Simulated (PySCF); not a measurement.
Basis set benchmark on one molecule

Molecule: `C1=CC(C=O)=CC=C1`, C7H6O.

Cartesian coordinates in Å; atom numbers follow the order of the lines, from 1:
```xyz
14

O     2.8772   -1.4383   -0.0926
C     2.3330   -0.3702   -0.2166
C     0.8800   -0.1411   -0.0596
C     0.3524    1.1442   -0.2173
C    -1.0152    1.3605   -0.0672
C    -1.8553    0.2902    0.2402
C    -1.3319   -0.9968    0.3981
C     0.0324   -1.2130    0.2492
H     2.9209    0.5503   -0.4696
H     1.0220    1.9752   -0.4586
H    -1.4290    2.3639   -0.1896
H    -2.9285    0.4587    0.3582
H    -1.9964   -1.8298    0.6386
H     0.4748   -2.2049    0.3663
```

Geometry PBE0-D3(BJ)/def2-SVP throughout; GIAO in PySCF 2.14.0 with density-fitted response routines, gas phase, one conformer, non-relativistic; equivalent atoms averaged; functional PBE0.

Reference values (measured; solution, THF-d8, 298 K; Fulmer et al., Organometallics 2010, 29, 2176): δ(H9) = 9.98 ppm, δ(H10/H14) = 7.87 ppm, δ(H11/H13) = 7.53 ppm, δ(H12) = 7.62 ppm, δ(C2) = 191.9 ppm, δ(C3) = 137.8 ppm, δ(C4/C8) = 130.0 ppm, δ(C5/C7) = 129.6 ppm. Computed shifts are taken against TMS, calculated as an isolated molecule at each level.

**Question.** How do the basis sets STO-3G, pcSseg-0, 6-31G, 6-31G*, cc-pVDZ, def2-SVP, pcSseg-1, aug-cc-pVDZ, 6-311+G(2d,p), def2-TZVP, cc-pVTZ perform against the reference? Times are CPU seconds on shared hosts with different chips, so compare them loosely.

**Answer.** 
| basis set | functions | H9 | H10/H14 | H11/H13 | H12 | C2 | C3 | C4/C8 | C5/C7 | mean abs. error H | mean abs. error C | core-s |
| --- | --- | --- | --- | --- | --- | --- | --- | --- | --- | --- | --- | --- |
| STO-3G | 46 | 10.35 | 7.62 | 7.33 | 7.34 | 131.8 | 110.6 | 111.9 | 111.5 | 0.27 | 30.9 | 3.6 |
| pcSseg-0 | 84 | 10.72 | 8.01 | 7.58 | 7.60 | 206.6 | 143.5 | 141.8 | 139.3 | 0.24 | 10.5 | 8.5 |
| 6-31G | 84 | 10.67 | 7.99 | 7.61 | 7.66 | 185.6 | 132.3 | 127.1 | 125.3 | 0.23 | 4.8 | 7.3 |
| 6-31G* | 124 | 9.86 | 7.83 | 7.47 | 7.52 | 180.1 | 128.5 | 125.4 | 122.9 | 0.08 | 8.1 | 11 |
| cc-pVDZ | 142 | 9.82 | 7.86 | 7.48 | 7.53 | 185.6 | 136.2 | 130.6 | 128.6 | 0.08 | 2.4 | 20 |
| def2-SVP | 142 | 9.65 | 7.86 | 7.43 | 7.44 | 185.3 | 133.8 | 129.8 | 126.8 | 0.16 | 3.4 | 15 |
| pcSseg-1 | 166 | 9.90 | 8.05 | 7.67 | 7.70 | 193.9 | 140.0 | 136.3 | 134.3 | 0.12 | 3.8 | 16 |
| aug-cc-pVDZ | 238 | 10.40 | 8.26 | 7.79 | 7.86 | 188.2 | 136.6 | 129.9 | 127.5 | 0.33 | 1.8 | 44 |
| 6-311+G(2d,p) | 252 | 10.32 | 8.21 | 7.75 | 7.85 | 192.9 | 140.0 | 134.7 | 132.3 | 0.28 | 2.6 | 31 |
| def2-TZVP | 284 | 10.29 | 8.21 | 7.76 | 7.82 | 194.3 | 141.8 | 136.2 | 133.8 | 0.27 | 4.2 | 52 |
| cc-pVTZ | 324 | 10.19 | 8.18 | 7.72 | 7.79 | 193.2 | 140.1 | 135.4 | 133.1 | 0.22 | 3.1 | 63 |

For 1H the closest is cc-pVDZ (0.08 ppm, with 6-31G* practically level) and the furthest aug-cc-pVDZ (0.33 ppm).

For 13C the closest is aug-cc-pVDZ (1.8 ppm) and the furthest STO-3G (30.9 ppm). Where a smaller basis beats a larger one, errors probably cancel. One molecule is a small sample, and vibrational and solvent effects are absent from the calculation.

A small basis that lands close on one nucleus may do so by chance; judge by the trend and by all nuclei.
